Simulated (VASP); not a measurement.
These are r2SCAN meta-GGA, VASP's PBE PAW potentials (set 64) (plane waves; VASP) values and carry that method's errors.

A VASP calculation is set up with these files.

POSCAR:
```
BaSnO3
1
    4.1446870019     0.0000000000    -0.0000000000
   -0.0000000000     4.1446870019    -0.0000000000
    0.0000000000     0.0000000000     4.1446870019
Ba Sn O
1 1 3
Direct
  0.0000000000   0.0000000000   0.0000000000
  0.5000000000   0.5000000000   0.5000000000
  0.5000000000   0.0000000000   0.5000000000
  0.0000000000   0.5000000000   0.5000000000
  0.5000000000   0.5000000000   0.0000000000
```

### KPOINTS_OPT
```
k-points along high-symmetry lines
10
Line-mode
Reciprocal
  0.000000   0.000000   0.000000 ! GAMMA
  0.000000   0.500000   0.000000 ! X

  0.000000   0.500000   0.000000 ! X
  0.500000   0.500000   0.000000 ! M

  0.500000   0.500000   0.000000 ! M
  0.000000   0.000000   0.000000 ! GAMMA

  0.000000   0.000000   0.000000 ! GAMMA
  0.500000   0.500000   0.500000 ! R

  0.500000   0.500000   0.500000 ! R
  0.000000   0.500000   0.000000 ! X

  0.500000   0.500000   0.500000 ! R
  0.500000   0.500000   0.000000 ! M
```

INCAR:
```
SYSTEM=BaSnO3
PREC=Accurate; ENCUT=520; LREAL=.False.
LASPH=.True.
EDIFF=1E-7; NELM=100; ALGO=Normal
LMAXMIX=4; LMIXTAU=.True.
ISMEAR=-5
METAGGA=R2SCAN
ISIF=2
LWAVE=.False.; LCHARG=.False.; LORBIT=11
NEDOS=601
LEFG=.True.
```

KPOINTS:
```
Automatic mesh
0
Gamma
6 6 6
0 0 0
```

POTCAR, in this order: Ba_sv Sn_d O (PBE.64 set). Program: vasp_std.

Output

### OSZICAR
```
       N       E                     dE             d eps       ncg     rms          rms(c)
DAV:   1     0.421639576019E+03    0.42164E+03   -0.22372E+04  1016   0.226E+03
DAV:   2    -0.416022334207E+02   -0.46324E+03   -0.45373E+03  1168   0.566E+02
DAV:   3    -0.951448565968E+02   -0.53543E+02   -0.53158E+02  1213   0.176E+02
DAV:   4    -0.969974630802E+02   -0.18526E+01   -0.18485E+01  1307   0.340E+01
DAV:   5    -0.970557213392E+02   -0.58258E-01   -0.58242E-01  1476   0.534E+00    0.135E+01
DAV:   6    -0.824809340103E+02    0.14575E+02   -0.16186E+01  1519   0.639E+01    0.595E+00
DAV:   7    -0.804633141381E+02    0.20176E+01   -0.22168E+00  1418   0.146E+01    0.299E+00
DAV:   8    -0.845478960073E+02   -0.40846E+01   -0.13626E+00  1090   0.105E+01    0.167E+00
DAV:   9    -0.809684047386E+02    0.35795E+01   -0.81290E-01  1034   0.729E+00    0.355E-01
DAV:  10    -0.812936188067E+02   -0.32521E+00   -0.15484E-01  1161   0.340E+00    0.284E-01
DAV:  11    -0.812048950759E+02    0.88724E-01   -0.47808E-02  1080   0.203E+00    0.894E-02
DAV:  12    -0.813250836130E+02   -0.12019E+00   -0.82102E-02  1033   0.297E+00    0.112E-01
DAV:  13    -0.813280043403E+02   -0.29207E-02   -0.25545E-03  1237   0.505E-01    0.689E-02
DAV:  14    -0.813330158351E+02   -0.50115E-02   -0.30277E-03  1040   0.534E-01    0.288E-02
DAV:  15    -0.813336657270E+02   -0.64989E-03   -0.47079E-04  1078   0.213E-01    0.144E-02
DAV:  16    -0.813336386815E+02    0.27045E-04   -0.17245E-05  1542   0.317E-02    0.140E-02
DAV:  17    -0.813336749510E+02   -0.36269E-04   -0.27721E-05  1429   0.446E-02    0.418E-03
DAV:  18    -0.813337300728E+02   -0.55122E-04   -0.20592E-05  1205   0.525E-02    0.173E-03
DAV:  19    -0.813337299914E+02    0.81395E-07   -0.90948E-07  1301   0.111E-02
   1 F= -.81333730E+02 E0= -.81333730E+02  d E =0.000000E+00
       N       E                     dE             ncg
       N       E                     dE             ncg
       N       E                     dE             ncg
```

**OUTCAR**
```
------------------------ aborting loop because EDIFF is reached ----------------------------------------
  FORCE on cell =-STRESS in cart. coord.  units (eV):
  Direction    XX          YY          ZZ          XY          YZ          ZX
  --------------------------------------------------------------------------------------
  Total       -0.0058443     -0.0058443     -0.0058443     -0.0000000     -0.0000000      0.0000000
  in kB       -0.1315124     -0.1315124     -0.1315124     -0.0000000     -0.0000000      0.0000000
  external PRESSURE =      -0.1315124 kB  Pullay stress =       0.0000000 kB
  volume of cell :       71.20
      direct lattice vectors                 reciprocal lattice vectors
     4.144687002  0.000000000  0.000000000     0.241272743  0.000000000  0.000000000
     0.000000000  4.144687002  0.000000000     0.000000000  0.241272743  0.000000000
     0.000000000  0.000000000  4.144687002     0.000000000  0.000000000  0.241272743
 POSITION                                       TOTAL-FORCE (eV/Angst)
 -----------------------------------------------------------------------------------
      0.00000      0.00000      0.00000         0.000000      0.000000      0.000000
      2.07234      2.07234      2.07234         0.000000      0.000000      0.000000
      2.07234      0.00000      2.07234         0.000000      0.000000      0.000000
      0.00000      2.07234      2.07234         0.000000      0.000000      0.000000
      2.07234      2.07234      0.00000         0.000000      0.000000      0.000000
 -----------------------------------------------------------------------------------
    total drift:                                0.000000     -0.000000     -0.000000
  FREE ENERGIE OF THE ION-ELECTRON SYSTEM (eV)
  ---------------------------------------------------
  free  energy   TOTEN  =       -81.3337299914 eV

  energy  without entropy=      -81.3337299914  energy(sigma->0) =      -81.33372999

 total charge

# of ion       s       p       d       tot
------------------------------------------
    1        2.013   5.655   0.257   7.925
    2        0.829   1.089  10.378  12.296
    3        1.557   3.509   0.000   5.067
    4        1.557   3.509   0.000   5.067
    5        1.557   3.509   0.000   5.067
--------------------------------------------------
tot          7.515  17.271  10.635  35.421

 Electric field gradients after diagonalization (V/A^2)
 (convention: |V_zz| > |V_xx| > |V_yy|)
----------------------------------------------------------------------
 ion       V_xx      V_yy      V_zz     asymmetry (V_yy - V_xx)/ V_zz
----------------------------------------------------------------------
   1      -0.000    -0.000    -0.000      -0.521
   2      -0.000    -0.000     0.000       0.211
   3     -53.788   -53.788   107.577       0.000
   4     -53.788   -53.788   107.577       0.000
   5     -53.788   -53.788   107.577       0.000
```
(Selected blocks of OUTCAR.)

OUTCAR:
```
 val. band max:        3.9639302858   @ k =   0.5000   0.5000   0.5000

 cond. band min:       5.3916291043   @ k =   0.0000   0.0000   0.0000


 Fermi energy:         4.0099016170

 k-point     1 :       0.0000    0.0000    0.0000
  band No.  band energies     occupation
      1     -21.7401      2.00000
      2     -17.3097      2.00000
      3     -17.3097      2.00000
      4     -16.3824      2.00000
      5     -16.3824      2.00000
      6     -16.3824      2.00000
      7     -14.5783      2.00000
      8     -11.7286      2.00000
      9     -11.7286      2.00000
     10      -6.5223      2.00000
     11      -6.5223      2.00000
     12      -6.5223      2.00000
     13      -0.5450      2.00000
     14      -0.5450      2.00000
     15      -0.5450      2.00000
     16       2.9214      2.00000
     17       2.9214      2.00000
     18       2.9214      2.00000
     19       3.4525      2.00000
     20       3.4525      2.00000
     21       3.4525      2.00000
     22       5.3916      0.00000
     23       9.4010      0.00000
     24       9.4010      0.00000
     25      11.8307      0.00000

 k-point     2 :       0.1667    0.0000    0.0000
  band No.  band energies     occupation
      1     -21.7206      2.00000
      2     -17.3087      2.00000
      3     -17.2296      2.00000
      4     -16.3868      2.00000
      5     -16.3868      2.00000
      6     -16.3823      2.00000
      7     -14.5328      2.00000
      8     -12.0728      2.00000
      9     -11.7234      2.00000
     10      -6.4757      2.00000
     11      -6.4757      2.00000
     12      -6.4305      2.00000
     13      -0.5778      2.00000
     14      -0.5683      2.00000
     15      -0.5683      2.00000
     16       2.7316      2.00000
     17       2.8406      2.00000
     18       2.8406      2.00000
     19       2.8759      2.00000
     20       3.3598      2.00000
     21       3.3598      2.00000
     22       6.3977      0.00000
     23       9.8408      0.00000
...
```

Unless said otherwise, spin-orbit coupling is left out, though it shifts the bands of the heavy elements here.

The compound is BaSnO3 in the cubic perovskite structure. It was relaxed first.
